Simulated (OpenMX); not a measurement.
Runs of OpenMX 3.8.5 on AlN. Symmetry: P6_3mc, No. 186, hexagonal system. Conventional cell: a = 3.113 Å, b = 3.113 Å, c = 4.981 Å, α = 90.00°, β = 90.00°, γ = 120.00°. Al (site symmetry 3m) is surrounded by 4 N at 1.89 Å. Around N (site symmetry 3m) lie 4 Al at 1.89 Å. 

```tsv
level	potentials or basis	k mesh	gap on the mesh (eV)	pressure (GPa)	largest force (eV/Å)
PBE	OpenMX 2013 PBE set, Al7.0-s2p2d1, N6.0-s2p2d1, grid cutoff 400 Ry	7 × 7 × 5	4.89	2.9	0.07
LDA	OpenMX 2013 LDA set, Al7.0-s2p2d1, N6.0-s2p2d1, grid cutoff 400 Ry	7 × 7 × 5	(a)	-5.1	0.06
PBE	OpenMX 2013 PBE set, Al7.0-s3p2d2, N6.0-s3p2d2, grid cutoff 400 Ry	11 × 11 × 7	4.74	(b)	0.09
PBE	OpenMX 2013 PBE set, Al7.0-s2p2d1, N6.0-s2p2d1, grid cutoff 400 Ry	11 × 11 × 7	4.89	2.9	0.07
```

Alike in all rows: task band structure; no spin polarisation; cell as given; smearing fermi-dirac 0.05 eV.

Q: Fill in the values left out.

A: (a) 4.93; (b) 2.1.

Caveats: the basis of atomic orbitals isn't converged, which shifts pressures, moduli and gaps.

A k mesh can miss the band edges.
